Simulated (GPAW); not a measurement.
The system is MgO2.

```
CELL_PARAMETERS angstrom
4.82861 0.00000 0.00000
0.00000 4.82861 0.00000
0.00000 0.00000 4.82861
ATOMIC_POSITIONS crystal
Mg 0.00000 0.00000 0.00000
Mg 0.50000 0.00000 0.50000
Mg 0.50000 0.50000 0.00000
Mg 0.00000 0.50000 0.50000
O 0.58942 0.91058 0.08942
O 0.91058 0.08942 0.58942
O 0.08942 0.58942 0.91058
O 0.41058 0.41058 0.41058
O 0.58942 0.58942 0.58942
O 0.91058 0.41058 0.08942
O 0.08942 0.91058 0.41058
O 0.41058 0.08942 0.91058
```

The cell is a database's computed one.

Base run:

- Program: GPAW 26.7.0
- Functional: LDA
- Potentials or basis: the program's PAW data sets (release 1.2.1) made for this functional, other valence
- Cutoff: 800 eV
- Basis: pw
- k mesh: 4 × 4 × 4
- Occupations: fermi-dirac, width 0.05 eV
- Spin: no spin polarisation

Its results: band gap on the k mesh 3.74 eV, indirect (least direct gap 3.94 eV); pressure -3.7 GPa; largest force 0.593 eV/Å.

Task: The run is repeated on the same cell with these changes: potentials or basis from the program's PAW data sets (release 1.2.1) made for this functional, other valence to the program's PAW data sets (release 1.2.1) made for this functional; valence electrons from 56 to 88. What comes out?

Result: Band gap on the k mesh 3.80 eV, indirect (least direct gap 4.00 eV); pressure -5.5 GPa; largest force 0.541 eV/Å.

Not every run made on this cell is shown here.
